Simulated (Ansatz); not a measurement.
The cell of BN is invented: 4-connected net, two elements alternating (P2_1/m, No. 11). Its size is a rough estimate.

```cif
data_structure
_symmetry_space_group_name_H-M 'P2_1/m'
_symmetry_Int_Tables_number 11
_cell_length_a 5.9990
_cell_length_b 2.4913
_cell_length_c 5.9990
_cell_angle_alpha 90.000
_cell_angle_beta 117.578
_cell_angle_gamma 90.000
_cell_volume 79.47
loop_
_atom_site_label
_atom_site_type_symbol
_atom_site_symmetry_multiplicity
_atom_site_Wyckoff_symbol
_atom_site_fract_x
_atom_site_fract_y
_atom_site_fract_z
_atom_site_occupancy
B1 B 2 e 0.15970 0.75000 0.08004 1
B2 B 2 e 0.98615 0.75000 0.63419 1
B3 B 2 e 0.35869 0.25000 0.87160 1
N1 N 2 e 0.08004 0.25000 0.15970 1
N2 N 2 e 0.63419 0.25000 0.98615 1
N3 N 2 e 0.87160 0.75000 0.35869 1
```

Level of theory: DFT PBE, scalar-relativistic, plane waves, PAW (Ansatz 0.2.0). Cutoff 420 eV, Gaussian smearing, Γ-centred meshes. Cell and atoms relax first on a coarse mesh and then on a converged one. In between, the cell is made exact in the group found at 0.06 Å. The steps can't lower the symmetry of their start. No spin polarisation.

A guess keeps its type if space group and coordination stay and the shape of the cell changes little (axis ratios within about 15 %, angles within 6°); the volume may change.

Q: Will the relaxed cell still be of the starting type?

A: It doesn't keep its type. The symmetry stays P2_1/m (No. 11). The volume per atom grows by 14.3 %, from 6.6 to 7.6 Å³. The shortest distance goes from 1.43 Å (B–N) to 1.45 Å (B–N). Counting neighbours within 15 % of an atom's shortest distance, the start has B 4, N 4 and the end B 3/4, N 3/4. In detail, at the end around B on its first site lie 3 N at 1.45–1.49 Å; B on its second site is surrounded by 4 N at 1.51–1.64 Å; around N on its first site lie 3 B at 1.45–1.51 Å; 3 more sites not described.

```cif
data_structure
_symmetry_space_group_name_H-M 'P2_1/m'
_symmetry_Int_Tables_number 11
_cell_length_a 6.3718
_cell_length_b 2.5478
_cell_length_c 6.3763
_cell_angle_alpha 90.000
_cell_angle_beta 118.661
_cell_angle_gamma 90.000
_cell_volume 90.83
loop_
_atom_site_label
_atom_site_type_symbol
_atom_site_symmetry_multiplicity
_atom_site_Wyckoff_symbol
_atom_site_fract_x
_atom_site_fract_y
_atom_site_fract_z
_atom_site_occupancy
B1 B 2 e 0.28066 0.75000 0.22730 1
B2 B 2 e 0.95736 0.75000 0.61238 1
B3 B 2 e 0.34339 0.25000 0.90855 1
N1 N 2 e 0.21929 0.25000 0.29338 1
N2 N 2 e 0.61395 0.25000 0.93651 1
N3 N 2 e 0.88430 0.75000 0.32846 1
```

The last run used a 4×10×4 mesh (in the run's order of axes) for its 12-atom cell and Gaussian smearing of 0.02 eV. Symmetry constrained the relaxation, so the result can be a saddle point.

In counts of neighbours, a slash parts the counts of unlike sites.
